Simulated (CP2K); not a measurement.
Crystal: Al.

```xyz
1
Lattice="2.8245 0.0000 0.0000 -0.8808 2.4944 0.0000 -0.8794 -1.3637 2.2817" Properties=species:S:1:pos:R:3 pbc="T T T"
Al    0.0000    0.0000    0.0000
```

This isn't the form of Al at room conditions, which is fcc.

Base run:

```yaml
Program: CP2K 2026.2
Functional: BLYP
Potentials_or_basis: POTENTIAL_UZH Al GTH-PBE-q3; TZVP-MOLOPT-PBE-GTH basis
Density_cutoff: 9184 eV
k_mesh: 11 × 12 × 12
Occupations: fermi-dirac, width 0.05 eV
Spin: no spin polarisation
```

Its results: band gap on the k mesh none (metal or under the smearing width); pressure 6.1 GPa.

Task: The run is repeated on the same cell with these changes: functional from BLYP to LDA. What comes out?

Result: Band gap on the k mesh none (metal or under the smearing width); pressure 4.5 GPa.

LDA binds more tightly than BLYP, so the same cell stands under less pressure.

Caveats: the potentials were made for another functional, which shifts forces and pressure; the basis of atomic orbitals isn't converged, which shifts pressures, moduli and gaps.
